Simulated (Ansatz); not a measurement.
**CuO (Tenorite) under changes of volume**

One of the cells (10.135 Å³/atom); the others are scaled copies at fixed shape and fractional positions:

```
Cu O
1.0
     2.34185   -1.71130    0.00000
     2.34185    1.71130    0.00000
    -0.85003    0.00000    5.05787
Cu O
2 2
Direct
  0.50000 0.00000 0.50000
  0.00000 0.50000 0.00000
  0.41840 0.58160 0.75000
  0.58160 0.41840 0.25000
```

| Item | Value |
| --- | --- |
| Program | Ansatz 0.2.0 |
| Functional | PBE |
| Potentials or basis | Ansatz PAW |
| Cutoff | 420 eV (not typed: the program's choice for these potentials) |
| k mesh | 10 × 10 × 5 |
| Occupations | fermi-dirac, width 0.05 eV |
| Spin | no spin polarisation |

```csv
volume (Å³/atom),energy over the lowest point (meV/atom),pressure (GPa),largest force (eV/Å)
9.527,?,?,?
9.730,30.22,14.1,0.127
9.932,15.23,9.7,0.198
10.135,5.56,5.7,0.263
10.338,0.64,2.2,0.322
10.540,0.00,-1.0,0.377
10.743,3.17,-3.9,0.427
```

Task: What does the run at 9.527 Å³/atom give?

Result: Energy over the lowest point 51.17 meV/atom; pressure 19.1 GPa; largest force 0.050 eV/Å.

Worked out: A Birch-Murnaghan fit of order 3 (a polynomial in V^(-2/3)) to the other rows has its minimum at 10.47 Å³/atom with B0 = V·E''(V) = 161 GPa and B' = 4.9 at fixed shape and positions, which overstates the stiffness. It gives 51.27 meV/atom at 9.527 Å³/atom, against the run's 51.17, and -dE/dV = 19.2 GPa, against 19.1.

Energies are extrapolated to zero smearing.

Caveats: the run has no spin polarisation, though such a crystal can be magnetic.
